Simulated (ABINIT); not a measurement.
**Bi2Se3 (Paraguanajuatite) in ABINIT: convergence with k mesh**

The system is Bi2Se3 (Paraguanajuatite).

```
Bi Se
1.0
     2.07150    1.19598    9.54533
    -2.07150    1.19598    9.54533
     0.00000   -2.39196    9.54533
Bi Se
2 3
Direct
  0.59792 0.59798 0.59907
  0.40222 0.39696 0.39972
  0.79837 0.79320 0.77654
  0.21449 0.20833 0.21334
  0.99871 0.00463 0.99892
```

The cell isn't the ideal one: atoms moved at random, drawn with an rms of 0.05 Å.

- Program: ABINIT 10.8.3 (patched build)
- Task: single point
- Functional: PBEsol
- Potentials or basis: JTH PAW PBE v2.0
- Cutoff: 599 eV
- k mesh: 1 × 1 × 1
- Occupations: cold (ABINIT), width 0.05 eV
- Spin: no spin polarisation

These are the settings of the first run; the series varies k mesh, with any setting tied to it.

Hardware: 1 thread of Arm Neoverse V1 (shared host).

Question: The values tried are 1 × 1 × 1, 2 × 2 × 2, 3 × 3 × 3, 4 × 4 × 4, 5 × 5 × 5, 6 × 6 × 6, loosest first. From which on does the pressure stay within 0.1 GPa of the tightest run that finished?

Answer: From 3 × 3 × 3 on.

| k mesh | energy less the tightest run (meV/atom) | pressure (GPa) | largest force (eV/Å) | gap on the mesh (eV) | SCF cycles | CPU time (s) | peak memory (GiB) |
| --- | --- | --- | --- | --- | --- | --- | --- |
| 1 × 1 × 1 | 3785.85 | 28.25 | 2.278 | - | 25 | 99 | 0.76 |
| 2 × 2 × 2 | 198.82 | 1.51 | 0.650 | 0.215 | 18 | 180 | 0.77 |
| 3 × 3 × 3 | 4.93 | -0.55 | 0.313 | 0.272 | 17 | 400 | 0.81 |
| 4 × 4 × 4 | -1.69 | -0.61 | 0.384 | 0.272 | 18 | 920 | 0.87 |
| 5 × 5 × 5 | 0.00 | -0.54 | 0.425 | 0.273 | 18 | 1700 | 0.97 |
| 6 × 6 × 6 | timed out after 2800 s | - | - | - | - | - | - |

Against the tightest run, the gap on the mesh stays within 0.01 eV from 3 × 3 × 3 on. Not settled before the last step: the energy (to 1 meV/atom), the largest force (to 0.005 eV/Å). Meshes of other sizes hit other points, so gaps and Fermi surfaces needn't settle smoothly. The tightest run that finished is the yardstick and may itself not be fully converged.

Caveat, for the tightest run too: the PAW data sets were made with another functional, which shifts forces and pressure a little; spin-orbit coupling is left out, which as a rule narrows the gap of such compounds by several tenths of an eV; an odd mesh through Γ misses points on the zone boundary, where band edges often lie.
